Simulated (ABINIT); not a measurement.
# WC (Qusongite) (P-6m2) in ABINIT: settings compared

One crystal, WC (Qusongite), is run at these levels: LDA, PBEsol, PBE, SOGGA; tasks: band structure, equation of state.

Everything below comes from runs of ABINIT 10.8.3 (patched build). Logs are shortened: lines on timing, memory, paths and dates and some standing lists are left out, and cuts for length are marked. The log counts tension as positive stress, the text compression.

**1. Starting point**

Symmetry: P-6m2, No. 187, hexagonal system. Conventional cell: a = 2.907 Å, b = 2.907 Å, c = 2.837 Å, α = 90.00°, β = 90.00°, γ = 120.00°. W (site symmetry -6m2) has 6 C at 2.20 Å as nearest neighbours. C (site symmetry -6m2) is surrounded by 6 W at 2.20 Å.

**2. Band structure, LDA**

File run.abi:

```
# Datasets: ground state, then fixed potential
ndtset 2

# Pseudopotentials
pp_dirpath "./"
pseudos "W.LDA_PW-JTH.xml, C.LDA_PW-JTH.xml"

# Structure
acell 3*1.0
rprim
     5.4924889812     0.0000000000     0.0000000000
    -2.7462444906     4.7566349877     0.0000000000
     0.0000000000     0.0000000000     5.3603971251
ntypat 2
znucl 74 6
natom 2
typat 1 2
xred
     0.0000000000     0.0000000000     0.0000000000
     0.6666666667     0.3333333333     0.5000000000

# Plane-wave basis
ecut 544.227725 eV
pawecutdg 40.0

# Exchange and correlation
ixc 7

# Bands and occupations
occopt 3
tsmear 0.00183747

# SCF cycle
nstep 100

# Output
iomode 3
prtwf 0
prteig 0
prtebands 0
prtden1 1

# Dataset 1
kptopt1 1
ngkpt1 10 10 9
nshiftk1 1
shiftk1 0.0 0.0 0.0
nband1 13
tolvrs1 1.0e-9

# Dataset 2: bands along G-M-K-G-A-L-H-A
iscf2 -2
getden2 1
nband2 17
nbdbuf2 2
tolwfr2 1.0e-12
kptopt2 -7
ndivsm2 5
prteig2 1
kptbounds2
     0.0000000000     0.0000000000     0.0000000000
     0.5000000000     0.0000000000     0.0000000000
     0.3333333333     0.3333333333     0.0000000000
     0.0000000000     0.0000000000     0.0000000000
     0.0000000000     0.0000000000     0.5000000000
     0.5000000000     0.0000000000     0.5000000000
     0.3333333333     0.3333333333     0.5000000000
     0.0000000000     0.0000000000     0.5000000000
```

Potentials or basis: JTH PAW LDA v2.0.

The run is started by

```
$ abinit run.abi > log 2>&1
```

run.abo:

```text
.Version 10.8.3 of ABINIT
 DATASET    1 : space group P-6 m 2 (#187); Bravais hP (primitive hexag.)
================================================================================
 Values of the parameters that define the memory need for DATASET  1.
     intxc =       0    ionmov =       0      iscf =      17    lmnmax =      18
     lnmax =       6     mgfft =      24  mpssoang =       3    mqgrid =    3001
     natom =       2  nloc_mem =       2    nspden =       1   nspinor =       1
    nsppol =       1      nsym =      12    n1xccc =       1    ntypat =       2
    occopt =       3   xclevel =       1
       mpw =         617          nfft =       13824          nkpt =          70
 PAW method is used; the additional fine FFT grid is defined by:
   mgfftf=        32    nfftf =     32768
================================================================================
================================================================================

 DATASET    2 : space group P-6 m 2 (#187); Bravais hP (primitive hexag.)
================================================================================
 Values of the parameters that define the memory need for DATASET  2.
     intxc =       0    ionmov =       0      iscf =      -2    lmnmax =      18
     lnmax =       6     mgfft =      24  mpssoang =       3    mqgrid =    3001
     natom =       2  nloc_mem =       2    nspden =       1   nspinor =       1
    nsppol =       1      nsym =      12    n1xccc =       1    ntypat =       2
    occopt =       3   xclevel =       1
       mpw =         617          nfft =       13824          nkpt =          57
 PAW method is used; the additional fine FFT grid is defined by:
   mgfftf=        32    nfftf =     32768
================================================================================
================================================================================

--------------------------------------------------------------------------------
------------- Echo of variables that govern the present computation ------------
--------------------------------------------------------------------------------
 -outvars: echo values of preprocessed input variables --------
            acell      1.0000000000E+00  1.0000000000E+00  1.0000000000E+00 Bohr
              amu      1.83850000E+02  1.20110000E+01
             ecut      2.00000000E+01 Hartree
           getden1          0
           getden2          1
             iscf1         17
             iscf2         -2
                       outvar_i_n : Printing only first  50 k-points.
              ixc           7
           jdtset        1    2
                       outvar_i_n : Printing only first  50 k-points.
           kptopt1          1
           kptopt2         -7
         kptrlatt       10    0    0      0   10    0      0    0    9
          kptrlen1     4.82435741E+01
          kptrlen2     3.00000000E+01
            natom           2
            nband1         13
            nband2         17
           nbdbuf1          0
           nbdbuf2          2
           ndtset           2
           ndivsm1          0
           ndivsm2          5
            ngfft          24      24      24
          ngfftdg          32      32      32
             nkpt1         70
             nkpt2         57
            nstep         100
             nsym          12
           ntypat           2
                       prtocc : prtvol=0, do not print more k-points.
           occopt           3
        pawecutdg      4.00000000E+01 Hartree
        prtebands           0
           prteig1          0
           prteig2          1
            prtwf           0
            rprim      5.4924889812E+00  0.0000000000E+00  0.0000000000E+00
                      -2.7462444906E+00  4.7566349877E+00  0.0000000000E+00
                       0.0000000000E+00  0.0000000000E+00  5.3603971251E+00
           shiftk1     0.00000000E+00  0.00000000E+00  0.00000000E+00
           shiftk2     5.00000000E-01  5.00000000E-01  5.00000000E-01
          spgroup         187
           tolvrs1     1.00000000E-09
           tolvrs2     0.00000000E+00
           tolwfr1     0.00000000E+00
           tolwfr2     1.00000000E-12
           tsmear      1.83747000E-03 Hartree
            typat      1  2
           useylm           1
                       outvars : Printing only first  50 k-points.
           xangst      0.0000000000E+00  0.0000000000E+00  0.0000000000E+00
                       1.4532499990E+00  8.3903427812E-01  1.4182999990E+00
            xcart      0.0000000000E+00  0.0000000000E+00  0.0000000000E+00
[... 250 lines left out ...]

================================================================================
 Non-SCF case, kpt    1 (  0.00000  0.00000  0.00000), residuals and eigenvalues=
  4.76E-13  7.10E-13  5.54E-13  5.19E-13  1.02E-13  3.83E-13  3.61E-13  2.17E-13
  1.86E-13  7.28E-13  2.02E-13  3.55E-13  3.57E-13  6.60E-14  2.81E-13  1.02E-10
  1.71E-09
 -2.3595E+00 -1.0353E+00 -1.0314E+00 -1.0314E+00 -1.6699E-01  2.0059E-01
  2.3665E-01  2.3665E-01  3.6319E-01  4.7618E-01  4.7618E-01  5.6511E-01
  5.6511E-01  5.9895E-01  8.8874E-01  9.7834E-01  9.7834E-01
 Non-SCF case, kpt    2 (  0.05556  0.00000  0.00000), residuals and eigenvalues=
  6.05E-13  9.62E-13  2.56E-13  9.77E-13  9.29E-14  5.74E-13  1.52E-13  3.86E-13
  3.03E-13  2.37E-13  2.81E-13  9.19E-13  8.59E-13  8.20E-13  7.78E-13  1.42E-09
  1.48E-08
[... 374 lines left out ...]
 Non-SCF case, kpt   56 (  0.03333  0.03333  0.50000), residuals and eigenvalues=
  4.49E-13  7.01E-13  4.40E-13  7.44E-13  4.20E-13  1.06E-13  5.25E-13  8.12E-13
  5.40E-13  2.08E-13  4.09E-13  1.90E-13  1.79E-13  7.64E-13  3.94E-13  1.25E-11
  8.80E-05
 -2.3579E+00 -1.0624E+00 -1.0298E+00 -1.0291E+00 -1.7339E-02  4.6182E-02
  2.8040E-01  2.8257E-01  3.3086E-01  3.4086E-01  4.9768E-01  5.2489E-01
  5.3186E-01  7.3445E-01  8.0544E-01  1.0032E+00  1.2102E+00
 Non-SCF case, kpt   57 (  0.00000  0.00000  0.50000), residuals and eigenvalues=
  3.91E-13  6.96E-13  6.09E-13  5.05E-13  8.78E-13  7.30E-13  1.25E-13  7.18E-14
  1.93E-13  4.21E-13  1.42E-13  4.43E-13  7.18E-13  5.95E-13  8.85E-13  8.49E-13
  1.68E-03
 -2.3580E+00 -1.0626E+00 -1.0289E+00 -1.0289E+00 -1.6147E-02  4.2000E-02
  2.8483E-01  2.8483E-01  3.3674E-01  3.3674E-01  4.9329E-01  5.2508E-01
  5.2508E-01  7.2751E-01  7.9771E-01  1.0050E+00  1.2152E+00

--- !ResultsGS
iteration_state: {dtset: 2, }
comment   : Summary of ground state results
lattice_vectors:
- [  5.4924890,   0.0000000,   0.0000000, ]
- [ -2.7462445,   4.7566350,   0.0000000, ]
- [  0.0000000,   0.0000000,   5.3603971, ]
lattice_lengths: [   5.49249,    5.49249,    5.36040, ]
lattice_angles: [ 90.000,  90.000, 120.000, ] # degrees, (23, 13, 12)
lattice_volume:   1.4004448E+02
convergence: {deltae:  0.000E+00, res2:  0.000E+00, residm:  9.991E-13, diffor:  0.000E+00, }
etotal    :  -7.51192139E+01
entropy   :   0.00000000E+00
fermie    :   3.58504943E-01
cartesian_stress_tensor: null
pressure_GPa: null
xred      :
- [  0.0000E+00,   0.0000E+00,   0.0000E+00,  W]
- [  6.6667E-01,   3.3333E-01,   5.0000E-01,  C]
cartesian_forces: null
force_length_stats: {min: null, max: null, mean: null, }
...

 Integrated electronic density in atomic spheres:
 ------------------------------------------------
 Atom  Sphere_radius  Integrated_density
    1        2.41189         11.90368513
    2        1.50737          2.45701241

================================================================================

 ----iterations are completed or convergence reached----

 Mean square residual over all n,k,spin=   45.625E-14; max=  99.911E-14
 reduced coordinates (array xred) for    2 atoms
       0.000000000000      0.000000000000      0.000000000000
       0.666666666667      0.333333333333      0.500000000000

 cartesian coordinates (angstrom) at end:
    1      0.00000000000000     0.00000000000000     0.00000000000000
    2      1.45324999900754     0.83903427812236     1.41829999903425
 length scales=  1.000000000000  1.000000000000  1.000000000000 bohr
              =  0.529177210544  0.529177210544  0.529177210544 angstroms
 Eigenvalues (hartree) for nkpt=  57  k points:
 kpt#   1, nband= 17, wtk=  1.00000, kpt=  0.0000  0.0000  0.0000 (reduced coord)
  -2.35948   -1.03532   -1.03136   -1.03136   -0.16699    0.20059    0.23665    0.23665
   0.36319    0.47618    0.47618    0.56511    0.56511    0.59895    0.88874    0.97834
   0.97834
 kpt#   2, nband= 17, wtk=  1.00000, kpt=  0.0556  0.0000  0.0000 (reduced coord)
  -2.35941   -1.03520   -1.03231   -1.03157   -0.16396    0.20171    0.23235    0.23946
   0.35357    0.47509    0.48677    0.55893    0.56299    0.60794    0.88168    0.98458
   0.99183
 kpt#   3, nband= 17, wtk=  1.00000, kpt=  0.1111  0.0000  0.0000 (reduced coord)
  -2.35923   -1.03505   -1.03484   -1.03219   -0.15511    0.20081    0.22522    0.24771
   0.33211    0.47201    0.51082    0.54276    0.55724    0.63181    0.86996    1.00259
   1.02044
 kpt#   4, nband= 17, wtk=  1.00000, kpt=  0.1667  0.0000  0.0000 (reduced coord)
  -2.35894   -1.03918   -1.03430   -1.03314   -0.14114    0.18750    0.22825    0.26071
   0.30777    0.46740    0.52165    0.53823    0.54928    0.66371    0.86383    1.03037
   1.04611
 kpt#   5, nband= 17, wtk=  1.00000, kpt=  0.2222  0.0000  0.0000 (reduced coord)
[... 197 lines left out ...]
   0.30074    0.37414    0.52048    0.52900    0.57782    0.77949    0.85451    0.98224
   1.13851
 kpt#  55, nband= 17, wtk=  1.00000, kpt=  0.0667  0.0667  0.5000 (reduced coord)
  -2.35771   -1.06186   -1.03256   -1.02976   -0.02071    0.05812    0.26714    0.27760
   0.31667    0.35328    0.50818    0.52550    0.55067    0.75356    0.82626    0.99626
   1.19190
 kpt#  56, nband= 17, wtk=  1.00000, kpt=  0.0333  0.0333  0.5000 (reduced coord)
  -2.35790   -1.06244   -1.02984   -1.02909   -0.01734    0.04618    0.28040    0.28257
   0.33086    0.34086    0.49768    0.52489    0.53186    0.73445    0.80544    1.00317
   1.21024
 kpt#  57, nband= 17, wtk=  1.00000, kpt=  0.0000  0.0000  0.5000 (reduced coord)
  -2.35797   -1.06264   -1.02887   -1.02887   -0.01615    0.04200    0.28483    0.28483
   0.33674    0.33674    0.49329    0.52508    0.52508    0.72751    0.79771    1.00502
   1.21516

== END DATASET(S) ==============================================================
================================================================================

 -outvars: echo values of variables after computation  --------
            acell      1.0000000000E+00  1.0000000000E+00  1.0000000000E+00 Bohr
           etotal1    -7.5119213901E+01
            fcart1    -9.8048270370E-29 -5.6608195292E-29 -0.0000000000E+00
                       9.8048270370E-29  5.6608195292E-29 -0.0000000000E+00
            rprim      5.4924889812E+00  0.0000000000E+00  0.0000000000E+00
                      -2.7462444906E+00  4.7566349877E+00  0.0000000000E+00
                       0.0000000000E+00  0.0000000000E+00  5.3603971251E+00
           strten1     3.1204696503E-04  3.1204696553E-04  4.0141601497E-04
                       0.0000000000E+00  0.0000000000E+00  0.0000000000E+00
           xangst      0.0000000000E+00  0.0000000000E+00  0.0000000000E+00
                       1.4532499990E+00  8.3903427812E-01  1.4182999990E+00
             xred      0.0000000000E+00  0.0000000000E+00  0.0000000000E+00
                       6.6666666667E-01  3.3333333333E-01  5.0000000000E-01
 Calculation completed.
```

Run time: 38 s. Hardware: 1 thread of Intel Xeon Platinum 8175M at 2.50GHz (Skylake/Cascade Lake), shared host; peak memory 0.1 GiB.

What came out:

```
Free energy                                           : -2044.0979 eV
Pressure                                              : -10.1 GPa
Band gap on the k mesh                                : none (metal or under the smearing width)
Valence electrons inside the program's atomic spheres : W 11.90; C 2.46
```

Stress tensor (GPa, compression positive):
```
 -9.18   0.00   0.00
  0.00  -9.18   0.00
  0.00   0.00 -11.81
```

Levels at the corners of the path, in eV from the Fermi level:
```tsv
point	band 5	band 6	band 7	band 8	band 9	band 10	band 11	band 12	band 13	band 14
Γ	-14.30	-4.30	-3.32	-3.32	0.13	3.20	3.20	5.62	5.62	6.54
M	-10.92	-6.96	-3.61	-3.55	-0.42	2.32	4.52	4.88	6.86	9.82
K	-10.13	-6.54	-4.50	-3.44	0.59	1.00	2.06	3.26	9.16	15.23
Γ	-14.30	-4.30	-3.32	-3.32	0.13	3.20	3.20	5.62	5.62	6.54
A	-10.19	-8.61	-2.00	-2.00	-0.59	-0.59	3.67	4.53	4.53	10.04
L	-11.12	-6.42	-4.30	-4.10	0.35	4.42	5.30	6.71	9.15	10.06
H	-10.76	-7.19	-5.35	-1.55	-0.62	4.40	6.45	7.58	9.07	10.07
A	-10.19	-8.61	-2.00	-2.00	-0.59	-0.59	3.67	4.53	4.53	10.04
```

Caveat: spin-orbit coupling is left out, which moves the levels of the heavy elements.

(Continued in part 2 of 2.)
